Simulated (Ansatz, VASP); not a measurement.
## Two plane-wave programs on TiNi

INCAR

```
  ALGO = Normal
  EDIFF = 1E-7
  ENCUT = 520
  GGA = PS
  ISIF = 2
  ISMEAR = 0
  ISPIN = 2
  LASPH = T
  LCHARG = T
  LELF = T
  LMAXMIX = 4
  LORBIT = 11
  LREAL = F
  LVHAR = T
  LWAVE = F
  MAGMOM = 0.31 0.25
  NBANDS = 22
  NELM = 150
  PREC = Accurate
  SIGMA = 0.15
```

The input KPOINTS:

```
k-points
0
Gamma
  18 18 18
```

Contents of POSCAR:

```
TiNi
1.0
    3.0150000000      0.0000000000      0.0000000000
    0.0000000000      3.0150000000      0.0000000000
    0.0000000000      0.0000000000      3.0150000000
Ti Ni
1 1
Direct
    0.5000000000      0.5000000000      0.5000000000
    0.0000000000      0.0000000000      0.0000000000
```

Input for Ansatz:

```yaml
crystal:
  lattice:
    - [3.015, 0.0, 0.0]
    - [0.0, 3.015, 0.0]
    - [0.0, 0.0, 3.015]
  atoms:
    - { symbol: Ti, position: [0.5, 0.5, 0.5], spin: 0.31 }
    - { symbol: Ni, position: [0.0, 0.0, 0.0], spin: 0.25 }
basis:
  ecutwfc: 420
kpoints:
  mp_grid: { grid: [18, 18, 18] }
hamiltonian:
  xc: pbesol
scf:
  occupations: { method: gaussian, width: 0.15 }
output:
  forces: true
  stress: true
  eigenvalues: true
  populations: true
magnetization:
  spin_polarized: true
```

Alike in both runs: task single point; functional PBEsol; k mesh 18 × 18 × 18; occupations gaussian, width 0.15 eV; collinear spin.

|  | VASP | Ansatz |
| --- | --- | --- |
| version | VASP 6.6.1 | Ansatz 0.2.0 |
| potentials or method | VASP PAW PBE potentials, release 64 (Ti_sv, Ni) | scalar-relativistic, plane waves, PAW |
| plane-wave cutoff (eV) | 520 | 420 |
| valence electrons in the cell | 22 | 30 |

Ansatz gave:

| Item | Value |
| --- | --- |
| gap on the k mesh at the Fermi level (eV) | none |
| pressure (GPa) | -7.1 |
| net moment per atom (μB) | 0.00 |

Question: Which values does VASP return?

Answer: gap on the k mesh at the Fermi level (eV): none; pressure (GPa): -7.2; net moment per atom (μB): 0.00.

A gap of «none» marks a metal or a gap that the smearing closes. The functional is the same, so the differences come from potentials, cutoffs and numerics. The two sets of potentials don't hold the same shells in valence. Ansatz warned: «seeded_moment_not_kept».

Caveats: the PAW data sets were made with another functional, which shifts forces and pressure a little (VASP).
